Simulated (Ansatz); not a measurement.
### Quasiparticle gap of Te2Mo (2H monolayer)

The cell holds 3 atoms: 1 Mo and 2 Te. Cell: a = 3.555 Å, b = 3.555 Å, c = 30.400 Å, α = 90.0°, β = 90.0°, γ = 120.0°. Vacuum lies along c.

```
method               : G0W0 on HSE06, plane waves, PAW (and 1 further level or step)
program              : Ansatz 0.2.0
settings of one run  : cutoff 420 eV, 9×9×1 k-mesh, default PAW, empty bands 405, screening cutoff 66 eV, screening contour deformation, QP bands (v2, c2), PAW set soft 2
cost                 : 2 runs, 3.6 min in all on 1 × NVIDIA H100 80GB HBM3 (shared by 6 runs) with 3 threads of AMD EPYC 7R13 (Zen 3), shared host (the runs of this entry)
notes                : In doubt: masses and optical values from hybrid runs of this build are listed as unsure (in some of the runs), which bears on the screening that GW takes from such a start. Values taken over the cell’s volume include its vacuum. The structure was relaxed with PBE. Limits: coarse mesh for a sheet; no spin-orbit coupling. Bands and cutoff are finite, so the gap is not at the basis limit. The miss can reach some tenths of an eV and take either sign; the mesh is an error of its own. The calculation has static nuclei and no excitons; a measured gap holds zero-point and thermal motion, which mostly lowers it. [rest of the remark cut]
HSE06 gap            : 1.49 eV, direct
G0W0 gap on the mesh : 1.80 eV, from k = (0.333, 0.333, 0.000) to k = (0.333, 0.333, 0.000)
GW settings          : 9×9×1 mesh, 405 empty bands, screening to 66 eV
known limits         : not at the basis limit; coarse mesh for a sheet; no spin-orbit coupling
```

The correction moves the gap on the mesh from 1.49 eV to 1.80 eV (+0.31 eV): the valence edge shifts by +0.21 eV and the conduction edge by +0.52 eV on the run's own scale; in a sheet such absolute shifts are far from their band limit. Z is 0.72 and 0.72 at the edges, as usual for well-defined quasiparticles.

[Paths, hosts, dates, memory and timing lines, banners, echoed tables and standing remarks are left out of the program output.]

[Logs are printed without paths, hosts, clocks, repeated set-up lines and the standing remarks that a program may print on its own settings, such as how far it seeks lower states.]

[Runs of the session that timed out or met a known fault of the program may be left out.]

[Cells called generated may have been cut or substituted from an entry of the Crystallography Open Database or the Materials Project.]

[Hosts, paths, dates, database ids (printed as entryN), source tags and the programs' standing remarks are cut or masked in the printed files.]
